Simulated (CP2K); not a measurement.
The system is TaN.

```
Ta N
1.0
     3.12728    0.00000    0.00000
     1.56364    2.70831    0.00000
     1.56364    0.90277    2.55342
Ta N
1 1
Direct
  0.50000 0.50000 0.50000
  0.00000 0.00000 0.00000
```

The cell comes from a database or a generator and needn't be the stable form of this composition.

Base run:

```yaml
Program: CP2K 2026.2
Functional: LDA
Potentials_or_basis: POTENTIAL_UZH Ta GTH-PBE-q13, N GTH-PBE-q5; TZVP-MOLOPT-PBE-GTH basis
Density_cutoff: 9184 eV
k_mesh: 10 × 10 × 10
Occupations: fermi-dirac, width 0.05 eV
Spin: no spin polarisation
```

Its results: band gap on the k mesh none (metal or under the smearing width); pressure -16.6 GPa.

Problem. The run is repeated on the same cell with these changes: functional from LDA to PBE. What comes out?

Solution. Band gap on the k mesh none (metal or under the smearing width); pressure -5.8 GPa.

PBE binds less tightly than LDA, so the same cell stands under more pressure.

Caveats: the basis of atomic orbitals isn't converged, which shifts pressures, moduli and gaps; the potentials were made for another functional, which shifts forces and pressure (some runs).
